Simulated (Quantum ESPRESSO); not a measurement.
This Quantum ESPRESSO 7.5 run on Si2W needs a look.

pw.in

```
&CONTROL
  calculation = 'scf'
  prefix = 'pwscf'
  outdir = './tmp'
  pseudo_dir = './pseudo'
  tprnfor = .true.
  tstress = .true.
  disk_io = 'nowf'
/
&SYSTEM
  ibrav = 0
  nat = 3
  ntyp = 2
  ecutwfc = 74
  nbnd = 18
  occupations = 'smearing'
  smearing = 'fd'
  degauss = 0.00367493
/
&ELECTRONS
  conv_thr = 6d-10
  electron_maxstep = 50
  mixing_beta = 0.5
/
ATOMIC_SPECIES
W    183.8400 W.upf
Si    28.0850 Si.upf
CELL_PARAMETERS angstrom
  -1.6069000000    1.6069000000    3.9149500000
   1.6069000000   -1.6069000000    3.9149500000
   1.6069000000    1.6069000000   -3.9149500000
ATOMIC_POSITIONS angstrom
W      0.0000000000    0.0000000000    0.0000000000
Si     0.6653000000    0.6653000000    0.0000000000
Si     0.3347000000    0.3347000000    0.0000000000
K_POINTS automatic
12 12 12 0 0 0
```

Potentials or basis: PseudoDojo 0.4 FR PBEsol standard.

Command:

```sh
$ OMP_NUM_THREADS=1 mpirun -n 2 pw.x -nk 2 -in pw.in > pw.out
```

pw.out:

```text
This program is part of the open-source Quantum ESPRESSO suite
     for quantum simulation of materials; please cite
         "P. Giannozzi et al., J. Phys.:Condens. Matter 21 395502 (2009);
         "P. Giannozzi et al., J. Phys.:Condens. Matter 29 465901 (2017);
         "P. Giannozzi et al., J. Chem. Phys. 152 154105 (2020);
     in publications or presentations arising from this work. More details at

     Message from routine setup:
     using ibrav=0 with symmetry is DISCOURAGED, use correct ibrav instead

     K-points division:     npool     =       2
     Subspace diagonalization in iterative solution of the eigenvalue problem:
     a serial algorithm will be used

     G-vector sticks info
     --------------------
     sticks:   dense  smooth     PW     G-vecs:    dense   smooth      PW
     Sum        1503    1503    511                23469    23469    4775

     Using Slab Decomposition

     bravais-lattice index     =            0
     lattice parameter (alat)  =       8.5542  a.u.
     unit-cell volume          =     272.8730 (a.u.)^3
     number of atoms/cell      =            3
[... 41 lines left out ...]
     Generated using ONCVPSP code by D. R. Hamann
     Using radial grid of 1528 points,  6 beta functions with:
                l(1) =   0
                l(2) =   0
                l(3) =   1
                l(4) =   1
                l(5) =   2
                l(6) =   2

     atomic species   valence    mass     pseudopotential
     W                14.00   183.84000     W ( 1.00)
     Si                4.00    28.08500     Si( 1.00)

      4 Sym. Ops. (no inversion) found

   Cartesian axes

     site n.     atom                  positions (alat units)
         1        W      tau(   1) = (   0.0000000   0.0000000   0.0000000  )
         2        Si     tau(   2) = (   0.1469721   0.1469721   0.0000000  )
         3        Si     tau(   3) = (   0.0739389   0.0739389   0.0000000  )

     number of k points=   280  Fermi-Dirac smearing, width (Ry)=  0.0037

     Number of k-points >= 100: set verbosity='high' to print them.

     Dense  grid:    23469 G-vectors     FFT dimensions: (  48,  48,  48)

     Initial potential from superposition of free atoms

     starting charge      21.9983, renormalised to      22.0000
     Starting wfcs are   18 randomized atomic wfcs

     Self-consistent Calculation

     iteration #  1     ecut=    74.00 Ry     beta= 0.50
     Davidson diagonalization with overlap
     ethr =  1.00E-02,  avg # of iterations =  9.4

     total energy              =     -72.49772191 Ry
     estimated scf accuracy    <      20.69438656 Ry
[... 12 lines left out ...]
     total energy              =     -79.57322308 Ry
     estimated scf accuracy    <       0.30414175 Ry

     iteration #  4     ecut=    74.00 Ry     beta= 0.50
     Davidson diagonalization with overlap
```

Problem. How did it end, and where is the flaw?

Solution. The run was cut off at its time limit. The input holds a flaw that was put in on purpose: fractional positions marked angstrom.
